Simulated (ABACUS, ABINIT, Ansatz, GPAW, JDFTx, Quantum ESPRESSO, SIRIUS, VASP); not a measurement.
## One calculation of MgS, 9 ways

```
CELL_PARAMETERS angstrom
0.00000 2.60165 2.60165
2.60165 0.00000 2.60165
2.60165 2.60165 0.00000
ATOMIC_POSITIONS crystal
S 0.50000 0.50000 0.50000
Mg 0.00000 0.00000 0.00000
```

Alike in all runs: task single point; functional PBE; k mesh 9 × 9 × 9; occupations fermi-dirac, width 0.05 eV; no spin polarisation; no spin-orbit coupling. Pressure is positive in compression and, in plane waves, holds the error of the finite cutoff, which Ansatz's Pulay term estimates and takes out.

| program and potentials | plane-wave cutoff (eV) | notes | pressure (GPa) |
| --- | --- | --- | --- |
| VASP, PBE PAW files Mg, S, 520 eV | 520 | 4 valence electrons an atom on average | 0.86 |
| SIRIUS, PseudoDojo 0.4.1 PBE standard (scalar relativistic) | 1152 | 8 valence electrons an atom on average | 1.22 |
| GPAW, GPAW PAW data sets (gpaw-data 1.2.1) | 800 | 8 valence electrons an atom on average | 1.06 |
| Quantum ESPRESSO, SSSP 1.3 efficiency PBE | 748 | 4 valence electrons an atom on average | 0.83 |
| ABACUS, PseudoDojo NC SR 0.4.1 PBE standard, plane waves | 1143 | 8 valence electrons an atom on average | 1.22 |
| JDFTx, PseudoDojo-SR-PBE-0.5-standard | 1143 | 8 valence electrons an atom on average | 1.22 |
| Ansatz, Ansatz PAW (earlier soft set) | 420 | 8 valence electrons an atom on average | 1.16 |
| Ansatz, all-electron LAPW, scalar-relativistic | - | - | 1.15 |
| ABINIT, JTH PAW PBE v2.0 | 544 | 8 valence electrons an atom on average | 1.07 |

The pressure spans 0.83 (Quantum ESPRESSO, SSSP 1.3 efficiency PBE) to 1.22 GPa (ABACUS, PseudoDojo NC SR 0.4.1 PBE standard, plane waves), with all-electron results at 1.15.

The functional is the same throughout but for its coding, so the spread measures potentials, basis and numerics; runs on potential files found faulty are left out.

Every run gives a positive pressure, so this rocksalt cell is slightly smaller than the one PBE would choose. That fits the functional's usual underbinding, as the cell lies close to the measured lattice constant of MgS.

The scatter follows the treatment of the magnesium core. The two sets averaging 4 valence electrons an atom, which freeze Mg 2s and 2p, give the lowest pressures, 0.83 and 0.86 GPa, while every set with 8 lies nearer the all-electron 1.15 GPa. In Mg²⁺ the 2p shell is the outermost filled one and meets the sulfide 3p density directly, so freezing it probably misses part of the closed-shell repulsion, though other differences in how the potentials were built may contribute. The three PseudoDojo runs agree at 1.22 GPa across different programs, which points to the potentials rather than the codes as the main source of the spread. Beside the stiffness of an ionic solid the spread is small and would shift the equilibrium lattice constant only slightly.
